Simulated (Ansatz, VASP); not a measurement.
One calculation of SnO2, two programs

```
Sn O
1.0
     4.79407    0.00000    0.00000
     0.00000    4.79407    0.00000
     0.00000    0.00000    3.22953
Sn O
2 4
Direct
  0.50000 0.50000 0.50000
  0.00000 0.00000 0.00000
  0.19379 0.80621 0.50000
  0.80621 0.19379 0.50000
  0.30621 0.30621 0.00000
  0.69379 0.69379 0.00000
```

Alike in both runs: functional PBE; dispersion D3(BJ); k mesh 6 × 6 × 8; occupations gaussian, width 0.02 eV; no spin polarisation.

Ansatz relaxed the structure, and its values are those at the end. VASP's run is a single point on that final structure, the one shown.

```csv
,VASP,Ansatz
version,VASP 6.6.1,Ansatz 0.2.0
potentials or method,"VASP PAW PBE potentials, release 64 (Sn_d, O)","scalar-relativistic, plane waves, PAW"
plane-wave cutoff (eV),520,420
valence electrons in the cell,52,52
```

Ansatz gave:

| Quantity | Value |
| --- | --- |
| gap on the k mesh at the Fermi level (eV) | 0.84 |
| least direct gap on the mesh (eV) | 0.84 |
| pressure (GPa) | 0.0 |
| rms of the force components (eV/Å) | 0.000 |

Question: What did VASP give for the same quantities?

Answer: gap on the k mesh at the Fermi level (eV): 0.83; least direct gap on the mesh (eV): 0.83; pressure (GPa): 0.6; rms of the force components (eV/Å): 0.008.

Caveats: spin-orbit coupling is left out, which moves the levels of the heavy elements. PBE gaps usually lie below the measured ones, often by a third to a half.
